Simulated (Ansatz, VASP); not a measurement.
## Two plane-wave programs on PbS

INCAR

```
  PREC = Accurate
  ENCUT = 520
  EDIFF = 1E-7
  ISMEAR = -1
  SIGMA = 0.05
  LREAL = F
  LASPH = T
  NELM = 80
  ALGO = Normal
  ISIF = 2
  LWAVE = F
  LCHARG = F
  GGA = PS
  NBANDS = 28
```

KPOINTS

```
regular mesh
0
Gamma
  7 7 6
```

File POSCAR:

```
PbS
1.0
    2.0518417802     -5.9103234677      0.0000000000
    2.0518417802      5.9103234677      0.0000000000
    0.0000000000      0.0000000000      4.2214851889
Pb S
2 2
Direct
    0.1305633500      0.8694366500      0.2500000000
    0.8694366500      0.1305633500      0.7500000000
    0.3547970900      0.6452029100      0.2500000000
    0.6452029100      0.3547970900      0.7500000000
```

input.yaml

```yaml
crystal:
  lattice:
    - [2.0518417802, -5.9103234677, 0.0]
    - [2.0518417802, 5.9103234677, 0.0]
    - [0.0, 0.0, 4.2214851889]
  atoms:
    - { symbol: Pb, position: [0.13056335, 0.86943665, 0.25] }
    - { symbol: Pb, position: [0.86943665, 0.13056335, 0.75] }
    - { symbol: S, position: [0.35479709, 0.64520291, 0.25] }
    - { symbol: S, position: [0.64520291, 0.35479709, 0.75] }
hamiltonian:
  xc: pbesol
  pseudopotentials: { kind: paw }
kpoints:
  mp_grid: { grid: [7, 7, 6] }
scf:
  occupations: { method: fermi_dirac, width: 0.05 }
output:
  forces: true
  stress: true
  eigenvalues: true
  write_density: true
  write_potential: true
  elf: true
  volumetric_format: npy
```

Change from the starting cell: volume scaled by 0.96.

Alike in both runs: task single point; functional PBEsol; k mesh 7 × 7 × 6; occupations fermi-dirac, width 0.05 eV; no spin polarisation.

|  | VASP | Ansatz |
| --- | --- | --- |
| version | VASP 6.6.1 | Ansatz 0.2.0 |
| potentials or method | VASP PAW PBE potentials, release 64 (Pb_d, S) | Ansatz PAW |
| plane-wave cutoff (eV) | 520 | 420 |
| valence electrons in the cell | 40 | 40 |

Ansatz gave:

```
gap on the k mesh at the Fermi level (eV)       : 1.07
least direct gap on the mesh (eV)               : 1.33
pressure (GPa)                                  : 0.4
largest component of the traceless stress (GPa) : 0.34
rms of the force components (eV/Å)              : 0.117
```

Problem. Estimate VASP's values.

Solution. gap on the k mesh at the Fermi level (eV): 1.07; least direct gap on the mesh (eV): 1.34; pressure (GPa): 0.3; largest component of the traceless stress (GPa): 0.32; rms of the force components (eV/Å): 0.117.

Atom by atom the forces differ by 0.002 eV/Å (rms over components).

Caveats: spin-orbit coupling is left out, which as a rule narrows the gap of such compounds by several tenths of an eV; the PAW data sets were made with another functional, which shifts forces and pressure a little (VASP); an odd mesh through Γ misses points on the zone boundary, where band edges often lie (VASP); odd divisions of the mesh miss points on the zone boundary, where band edges often lie, so the gap on the mesh can be too wide (Ansatz); the PAW data sets come from PBE, with cores solved anew for the run's functional, which leaves a small shift of forces and pressure (Ansatz).
